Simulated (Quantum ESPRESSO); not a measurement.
Runs of Quantum ESPRESSO 7.5 on C. The typed cell holds 2 atoms: a = 2.456 Å, b = 2.456 Å, c = 3.765 Å, α = 108.50°, β = 108.50°, γ = 60.00°. This is a stacking variant of graphite.

```csv
task,level,potentials or basis,cell,k mesh,cutoff (eV),smearing,rVV10 parameter b,nosym,form of the LDA correlation,ASE optimiser,other keys,gap on the mesh (eV),largest force (eV/Å)
single point,PBE,SSSP 1.3 efficiency PBE,as given,13 × 13 × 8,748,fermi-dirac 0.05 eV,-,-,-,-,-,none,8.32
single point,PBEsol+rVV10,SPMS 1.0 PBE,as given,13 × 13 × 8,952,cold 0.136 eV,6.3,-,-,-,-,none,8.34
real-space fields,revPBE+D3,SPMS 1.0 PBE,as given,"13 × 13 × 8, shifted",952,cold 0.01 eV,-,yes,-,-,kshift = 1 × 1 × 1; smearing = cold; width = 0.01; nosym = yes,none,8.14
relaxation of the atoms,LDA,JTH 2.0 LDA,atoms relaxed,11 × 11 × 7,490,cold 0.05 eV,-,-,PW92,LBFGS,-,(a),0.01
```

Alike in all rows: no spin polarisation.

Problem. Estimate the missing entries.

Solution. (a) 1.11.

Caveats: the potentials were made for another functional, which shifts forces and pressure (some runs); forces of over 1 eV/Å show positions far from the minimum, so gaps and moduli don't describe the material at rest (some runs); rVV10's parameter b was fitted to another functional (some runs); this smearing can shift energies of a crystal with a gap (some runs).

A k mesh can miss the band edges.

A gap of «none» marks a metal or a gap under the smearing width.
